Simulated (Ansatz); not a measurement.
**Calculated core-level photoemission for Li2Se**

Cell: a structure deposited in the COD whose atoms were relaxed with PBE, the cell held, repeated to a supercell; a hole's nearest image is 8.5 Å away.

Space group Fm-3m (No. 225); a = 6.0050 Å.

| site | Wyckoff | site symmetry | x | y | z |
| --- | --- | --- | --- | --- | --- |
| Li1 | 8c | -43m | 0.2500 | 0.2500 | 0.2500 |
| Se17 | 4a | m-3m | 0.0000 | 0.0000 | 0.0000 |

One atom of each set is listed; the run and its k-mesh use a cell of 24 atoms with edges of 8.49, 8.49, 8.49 Å.

The numbers come from a DFT calculation in Ansatz (PBE, plane waves and PAW, scalar-relativistic, 420 eV cutoff, Γ-centred 3×3×3 k-points, fixed occupations).

Each value is a total-energy difference between the cell with one core hole and the ground state (ΔSCF), counted from the top of the valence band. The cell with the hole is spin-polarised, as the shell with the hole is left with one unpaired spin. The periodic images are corrected with the calculated ε∞ = 4.34.

(1) Give the Se 3d lines of each distinct site.

The program doubts some values: the cell is too small to check the potential alignment. Absolute PBE values can be off by an eV or more. Multiplets, satellites and widths aren't calculated.

Answers

(1) 

```
 line  atom     first shell  E_B (eV)  j = l + ½ / j = l − ½ (eV)
Se 3d    17  8 Li at 2.60 Å      53.0                 52.6 / 53.5
```

For p, d and f shells E_B is the weighted mean of the two lines, whose splitting comes from the free atom's Dirac orbitals.
